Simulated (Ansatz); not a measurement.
**From three elastic constants to directional properties of ZnS**

The calculation used DFT PBE, scalar-relativistic, plane waves, PAW (Ansatz 0.2.0). Cutoff 420 eV, 10×10×10 k-points (Γ-centred), fixed occupations. No spin polarisation.

Equilibrium structure at this level:
```cif
data_structure
_symmetry_space_group_name_H-M 'F-43m'
_symmetry_Int_Tables_number 216
_cell_length_a 5.4436
_cell_length_b 5.4436
_cell_length_c 5.4436
_cell_angle_alpha 90.000
_cell_angle_beta 90.000
_cell_angle_gamma 90.000
_cell_volume 161.31
loop_
_atom_site_label
_atom_site_type_symbol
_atom_site_symmetry_multiplicity
_atom_site_Wyckoff_symbol
_atom_site_fract_x
_atom_site_fract_y
_atom_site_fract_z
_atom_site_occupancy
Zn1 Zn 4 d 0.25000 0.25000 0.75000 1
S1 S 4 a 0.00000 0.00000 0.00000 1
```

With ions relaxed, on the cubic axes: C11 = 96.9, C12 = 55.8, C44 = 46.0 GPa. The density is 4.012 g/cm³.

Problem. Is the crystal stable against strain, and how anisotropic is it?

Solution. Born's conditions hold: C11 + 2C12 = 208.6, C11 − C12 = 41.1 and C44 = 46.0 GPa are all positive. B = (C11 + 2C12)/3 = 69.5 GPa. The two shear moduli are C44 and C′ = (C11 − C12)/2 = 20.5 GPa, so Zener's ratio is A = C44/C′ = 2.24: the tetragonal shear C′ is the soft one, as in many fcc and bcc metals and zincblende crystals. The Cauchy pressure C12 − C44 is 9.8 GPa; it would vanish for pair forces between atoms on inversion centres at zero pressure, and a positive value is usual with metallic or many-body binding, and where atoms off inversion centres relax under shear, which lowers C44.

Problem. Give the sound speeds along the three symmetry directions.

Solution. The Christoffel equation gives ρv² for each branch:
```tsv
direction	branch	ρv²	GPa	v (m/s)
[100]	L	C11	96.9	4915
[100]	T (×2)	C44	46.0	3387
[110]	L	(C11 + C12 + 2C44)/2	122.4	5523
[110]	T, u ∥ [001]	C44	46.0	3387
[110]	T, u ∥ [1-10]	(C11 − C12)/2	20.5	2263
[111]	L	(C11 + 2C12 + 4C44)/3	130.9	5711
[111]	T (×2)	(C11 − C12 + C44)/3	29.0	2690
```

In a piezoelectric crystal some branches stiffen further, which is left out.

Problem. How does Young's modulus depend on direction?

Solution. Inverting gives S11 = 17.823, S12 = -6.514, S44 = 21.730 TPa⁻¹. Along a unit vector (l, m, n), 1/E = S11 − 2(S11 − S12 − S44/2)(l²m² + m²n² + n²l²), where the last bracket is 0, 1/4 and 1/3 for [100], [110] and [111]: E = 56, 90 and 113 GPa. With A > 1 the body diagonal is stiffest. For a film on (001), the biaxial modulus is C11 + C12 − 2C12²/C11 = 88 GPa and the normal strain is −2C12/C11 = -1.15 times the in-plane one.

Cost: 2 runs of about 4.8 core-minutes in all, on AMD EPYC 7R43 (Zen 3) (shared hosts).